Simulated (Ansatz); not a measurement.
LiCl in the rocksalt structure, relaxed with r2SCAN: it is cubic, Fm-3m (No. 225); a = 5.112 Å in the conventional setting, 16.70 Å³ an atom. Li has 6 Cl at 2.56 Å; Cl has 6 Li at 2.56 Å. One-shot G0W0@PBE in Ansatz 0.2.0 on a 4×4×4 mesh (contour deformation, no spin-orbit coupling), from a PBE gap of 6.385 eV over the mesh points (the G0W0 gap is direct on the mesh); the number N of bands summed and the screening cutoff rise together. The values are computed, spin-unpolarised, and not measurements.

```tsv
N	cutoff (eV)	1000/N	G0W0 gap (eV)
59	80	16.949	8.681
130	140	7.692	8.852
```

Task: Lay a straight line in 1000/N through these rows.

Result: The slope is -0.0185 eV per unit of 1000/N and the intercept 8.994 eV.

Task: Predict the gap at N = 235 (210 eV).

Result: 8.994 + (-0.0185) × 4.255 = 8.915 eV; the run gives 8.942 eV, +0.027 eV from the line.

Task: With that run's result added, what limit do the last two rows suggest?

Result: Their slope is (8.942 − 8.852)/(4.255 − 7.692) = -0.0262, which meets 1/N = 0 at 9.05 eV, against 8.994 eV from the first line. The slope steepens, so 1/N isn't yet asymptotic and the true limit probably lies higher still; the k mesh isn't extrapolated.
